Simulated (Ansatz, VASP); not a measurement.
Cd in VASP and in Ansatz

INCAR

```
SYSTEM = Cd
  PREC = Accurate
  ENCUT = 520
  EDIFF = 1E-6
  ISMEAR = -1
  SIGMA = 0.1
  LREAL = .FALSE.
  LASPH = .TRUE.
  NELM = 80
  ALGO = Fast
  ISIF = 2
  LWAVE = .FALSE.
  LCHARG = .FALSE.
  GGA = B5
  ALDAX = 1.0
  AGGAX = 1.0
  AGGAC = 1.0
  ALDAC = 0.0
  NBANDS = 12
```

The input KPOINTS:

```
Automatic mesh
0
G
  11 11 11
  0 0 0
```

The input POSCAR:

```
Cd
1.0
    3.1744580765      0.0000000000      0.0000000000
    0.0000000000      3.1744580765      0.0000000000
    0.0000000000      0.0000000000      3.1744580765
Cd
1
Direct
    0.0000000000      0.0000000000      0.0000000000
```

Input for Ansatz:

```yaml
crystal:
  lattice:
    - [3.1744580765, 0.0, 0.0]
    - [0.0, 3.1744580765, 0.0]
    - [0.0, 0.0, 3.1744580765]
  atoms:
    - { symbol: Cd, position: [0.0, 0.0, 0.0] }
hamiltonian:
  xc: blyp
  pseudopotentials:
    kind: paw
    azcp:
      Cd: "pseudopotentials/Cd.paw.azcp"
basis:
  ecutwfc: 420
  fft_grid_basis: typed
kpoints:
  mp_grid: { grid: [11, 11, 11], shift: [0, 0, 0] }
magnetization:
  spin_polarized: false
scf:
  occupations: { method: fermi_dirac, width: 0.1 }
  lower_state_search: "off"
output:
  stress: true
```

Alike in both runs: task single point; functional BLYP; k mesh 11 × 11 × 11; occupations fermi-dirac, width 0.1 eV; no spin polarisation.

```csv
,VASP,Ansatz
version,VASP 6.6.1,Ansatz 0.2.0
potentials or method,"VASP PAW PBE potentials, release 64 (Cd)","plane waves (420 eV) with PAW, scalar-relativistic"
plane-wave cutoff (eV),520,420
valence electrons in the cell,12,20
```

VASP gave:

```
pressure (GPa) : -0.4
```

**Question.** Estimate Ansatz's values.

**Answer.** Pressure (GPa): -0.5.

The two sets of potentials don't hold the same shells in valence.

Caveats: the PAW data sets were made with another functional, which shifts forces and pressure a little (VASP).
